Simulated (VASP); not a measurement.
# Pt (Fm-3m) in VASP: notebook, part 2 of 2

VASP 6.6.1. The steps go on from the part before.

### 6 Single point, PBE

INCAR

```
SYSTEM = Pt
  PREC = Accurate
  ENCUT = 520
  EDIFF = 1E-7
  ISMEAR = 0
  SIGMA = 0.1
  LREAL = .False.
  LASPH = .True.
  NELM = 60
  ALGO = Normal
  ISIF = 2
  LWAVE = .False.
  LCHARG = .False.
  GGA = PE
```

KPOINTS

```
regular mesh
0
Gamma
  14 14 14
  0 0 0
```

POSCAR

```
Pt
1.0
    0.0000000000      1.9609000000      1.9609000000
    1.9609000000      0.0000000000      1.9609000000
    1.9609000000      1.9609000000      0.0000000000
Pt
1
Direct
    0.0000000000      0.0000000000      0.0000000000
```

Potentials or basis: VASP PAW PBE potentials, release 64 (Pt).

Run with:

```console
cat potpaw_PBE.64/Pt/POTCAR > POTCAR
mpirun -np 1 vasp_std > vasp.out
```

OUTCAR:

```text
SYSTEM = Pt
   PREC = Accurate
   ENCUT = 520
   EDIFF = 1E-7
   ISMEAR = 0
   LREAL = .False.
   LASPH = .True.
   NELM = 60
   ISIF = 2
   GGA = PE

 ion  position               nearest neighbor table
   1  0.000  0.000  0.000-

  LATTYP: Found a face centered cubic cell.
 ALAT       =     3.9218000000

  Lattice vectors:

 A1 = (   0.0000000000,   1.9609000000,   1.9609000000)
 A2 = (   1.9609000000,   0.0000000000,   1.9609000000)
 A3 = (   1.9609000000,   1.9609000000,   0.0000000000)

Analysis of symmetry for initial positions (statically):
=====================================================================
 Subroutine PRICEL returns:
 Original cell was already a primitive cell.

 Routine SETGRP: Setting up the symmetry group for a
 face centered cubic supercell.

 Subroutine GETGRP returns: Found 48 space group operations
 (whereof 48 operations were pure point group operations)
 out of a pool of 48 trial point group operations.

The static configuration has the point symmetry O_h .

Analysis of symmetry for dynamics (positions and initial velocities):
=====================================================================
 Subroutine PRICEL returns:
 Original cell was already a primitive cell.

 Routine SETGRP: Setting up the symmetry group for a
 face centered cubic supercell.

 Subroutine GETGRP returns: Found 48 space group operations
 (whereof 48 operations were pure point group operations)
 out of a pool of 48 trial point group operations.

The dynamic configuration has the point symmetry O_h .

 Subroutine INISYM returns: Found 48 space group operations
 (whereof 48 operations are pure point group operations),
 and found     1 'primitive' translations

----------------------------------------------------------------------------------------

                                     Primitive cell

  volume of cell :      15.0798

  direct lattice vectors                    reciprocal lattice vectors
     0.000000000  1.960900000  1.960900000    -0.254984956  0.254984956  0.254984956
     1.960900000  0.000000000  1.960900000     0.254984956 -0.254984956  0.254984956
     1.960900000  1.960900000  0.000000000     0.254984956  0.254984956 -0.254984956

  length of vectors
     2.773131374  2.773131374  2.773131374     0.441646899  0.441646899  0.441646899

  position of ions in fractional coordinates (direct lattice)
     0.000000000  0.000000000  0.000000000

  ion indices of the primitive-cell ions
   primitive index   ion index
                 1           1

----------------------------------------------------------------------------------------

 KPOINTS: regular mesh

Automatic generation of k-mesh.
 Grid dimensions read from file:
 generate k-points for:   14   14   14

 Generating k-lattice:

  Cartesian coordinates                     Fractional coordinates (reciprocal lattice)
    -0.018213211  0.018213211  0.018213211     0.071428571  0.000000000  0.000000000
     0.018213211 -0.018213211  0.018213211     0.000000000  0.071428571  0.000000000
     0.018213211  0.018213211 -0.018213211     0.000000000  0.000000000  0.071428571

  Length of vectors
     0.031546207  0.031546207  0.031546207

  Shift w.r.t. Gamma in fractional coordinates (k-lattice)
     0.000000000  0.000000000  0.000000000

 Subroutine IBZKPT returns following result:
 ===========================================

 Found    104 irreducible k-points:

 Following reciprocal coordinates:
            Coordinates               Weight
  0.000000  0.000000  0.000000      1.000000
  0.071429  0.000000  0.000000      8.000000
  0.142857  0.000000  0.000000      8.000000
  0.214286  0.000000  0.000000      8.000000
  0.285714  0.000000  0.000000      8.000000
  0.357143  0.000000  0.000000      8.000000
[... 16 lines left out ...]
  0.214286  0.142857  0.000000     24.000000
  0.285714  0.142857  0.000000     24.000000
 [... further k-points ...]
   k-points           NKPTS =    104   k-points in BZ     NKDIM =    104   number of bands    NBANDS=      9
   number of dos      NEDOS =    301   number of ions     NIONS =      1
   total plane-waves  NPLWV =  13824
   dimension x,y,z NGX =    24 NGY =   24 NGZ =   24
   dimension x,y,z NGXF=    48 NGYF=   48 NGZF=   48
   ions per type =               1
   NGX,Y,Z   is equivalent  to a cutoff of  14.39, 14.39, 14.39 a.u.
   NGXF,Y,Z  is equivalent  to a cutoff of  28.78, 28.78, 28.78 a.u.
 SYSTEM =  Pt
   PREC   = accura    normal or accurate (medium, high low for compatibility)
   ISTART =      0    job   : 0-new  1-cont  2-samecut
   ICHARG =      2    charge: 1-file 2-atom 10-const
   ISPIN  =      1    spin polarized calculation?
   LNONCOLLINEAR =      F non collinear calculations
   LSORBIT =      F    spin-orbit coupling
   LASPH  =      T    aspherical Exc in radial PAW
   ENCUT  =  520.0 eV  38.22 Ry    6.18 a.u.   5.16  5.16  5.16*2*pi/ulx,y,z
   NELM   =     60;   NELMIN=  2; NELMDL= -5     # of ELM steps
   EDIFF  = 0.1E-06   stopping-criterion for ELM
   LREAL  =      F    real-space projection
   EDIFFG = 0.1E-05   stopping-criterion for IOM
   NSW    =      0    number of steps for IOM
   IBRION =     -1    ionic relax: 0-MD 1-quasi-New 2-CG
   NFREE  =      0    steps in history (QN), initial steepest desc. (CG)
   ISIF   =      2    stress and relaxation
   ISYM   =      2    0-nonsym 1-usesym 2-fastsym
   POTIM  = 0.5000    time-step for ionic-motion
   TEBEG  =    0.0;   TEEND  =   0.0 temperature during run
   PSTRESS=    0.0 pullay stress
   NELECT =      10.0000    total number of electrons
   NUPDOWN=      -1.0000    fix difference up-down
   EMIN   =  10.00;   EMAX   =-10.00  energy-range for DOS
   EFERMI =   0.00;   METHOD = LEGACY
   ISMEAR =     0;   SIGMA  =   0.10  broadening in eV -4-tet -1-fermi 0-gaus
   EFERMI_NEDOS =   21; number of points for ismear=-14 and -15
   IALGO  =     38    algorithm
   IMIX   =      4    mixing-type and parameters
     AMIX     =   0.40;   BMIX     =  1.00
     AMIX_MAG =   1.60;   BMIX_MAG =  1.00
  volume/ion in A,a.u.               =      15.08       101.76
  Fermi-wavevector in a.u.,A,eV,Ry     =   1.427609  2.697791 27.729605  2.038068
  Thomas-Fermi vector in A             =   2.547760
   LORBIT       =      0    0 simple, 1 ext, 2 COOP (PROOUT), +10 PAW based schemes
   GGA     = PE    functional components
   LHFCALC =     F    Hartree Fock is set to
   AEXX    =    0.0000 exact exchange contribution
   IVDW    =     0    specifies the selected vdW correction
   LEPSILON=     F    determine dielectric tensor
   LRPA    =     F    only Hartree local field effects (RPA)
 non-spin polarized calculation
 Gauss-broadening in eV      SIGMA  =   0.10
  energy-cutoff  :      520.00
  volume of cell :       15.08
 maximum number of plane-waves:       420
 NGX is ok and might be reduce to    24
   NGX = 11   NGY = 11   NGZ = 11

 number of electron      10.0000000 magnetization

 Free energy of the ion-electron system (eV)
  ---------------------------------------------------
  ext. energy  EPLUGINS =         0.00000000
  ---------------------------------------------------
  free energy    TOTEN  =        -6.09436155 eV

  energy without entropy =       -6.08615574  energy(sigma->0) =       -6.09025864

 E-fermi :  11.2518     XC(G=0): -13.4911

 val. band max:       11.2395379938   @ k =   0.5000   0.3571   0.0714
 cond. band min:      11.2648031103   @ k =   0.4286   0.1429   0.0000
 fundamental gap:      0.0252651166
 Fermi energy:        11.2518493435

 k-point     1 :       0.0000    0.0000    0.0000
  band No.  band energies     occupation
      1       1.0492      2.00000
      2       7.4768      2.00000
      3       7.4768      2.00000
      4       7.4768      2.00000
      5       9.6341      2.00000
      6       9.6341      2.00000
      7      25.9047      0.00000
      8      30.8745      0.00000
      9      30.8745      0.00000
[... 265 lines left out ...]
 k-point    24 :       0.2857    0.1429    0.0000
  band No.  band energies     occupation
      1       3.5835      2.00000
      2       6.4094      2.00000
      3       7.8211      2.00000
      4       8.4024      2.00000
      5       9.5288      2.00000
      6      10.4033      2.00000
      7      25.5084      0.00000
      8      28.5998      0.00000
      9      30.1797      0.00000

 [... further k-points ...]

------------------------ aborting loop because EDIFF is reached ----------------------------------------

  FORCE on cell =-STRESS in cart. coord.  units (eV):
  Direction    XX          YY          ZZ          XY          YZ          ZX
  --------------------------------------------------------------------------------------
  -------------------------------------------------------------------------------------
  Total        0.8830269      0.8830269      0.8830269      0.0000000     -0.0000000      0.0000000
  in kB       93.8184369     93.8184369     93.8184369      0.0000000     -0.0000000      0.0000000
  external PRESSURE =      93.8184369 kB  Pullay stress =       0.0000000 kB

 VOLUME and BASIS-vectors are now :
 -----------------------------------------------------------------------------
  energy-cutoff  :      520.00
  volume of cell :       15.08
      direct lattice vectors                 reciprocal lattice vectors
     0.000000000  1.960900000  1.960900000    -0.254984956  0.254984956  0.254984956
     1.960900000  0.000000000  1.960900000     0.254984956 -0.254984956  0.254984956
     1.960900000  1.960900000  0.000000000     0.254984956  0.254984956 -0.254984956

 POSITION                                       TOTAL-FORCE (eV/Angst)
 -----------------------------------------------------------------------------------
      0.00000      0.00000      0.00000        -0.000000     -0.000000     -0.000000
 -----------------------------------------------------------------------------------
    total drift:                               -0.000000      0.000000      0.000000

  FREE ENERGIE OF THE ION-ELECTRON SYSTEM (eV)
  ---------------------------------------------------
  free  energy   TOTEN  =        -6.0943615521 eV

  energy  without entropy=       -6.0861557359  energy(sigma->0) =       -6.09025864
```

It used 8.7 s of CPU time on 1 thread of Intel(R) Xeon(R) Platinum 8559C (Emerald Rapids) (shared host), which was overloaded at the time.

What came out:

```
Free energy            : -6.0944 eV
Pressure               : 9.4 GPa
Band gap on the k mesh : none (metal or under the smearing width)
```

### 7 The runs side by side

| cutoff (eV) | gap on the mesh (eV) | pressure (GPa) |
| --- | --- | --- |
| 300 | none | 8.7 |
| 350 | none | 8.7 |
| 400 | none | 9.4 |
| 450 | none | 9.5 |
| 520 | none | 9.4 |

Alike in all rows: task single point; level PBE; potentials or basis VASP PAW PBE potentials, release 64 (Pt); no spin polarisation; cell as given; k mesh 14 × 14 × 14; smearing gaussian 0.1 eV.

Every run on the cell as given and a fine mesh finds a metal.

Absolute energies hang on the potentials; compare differences alone.
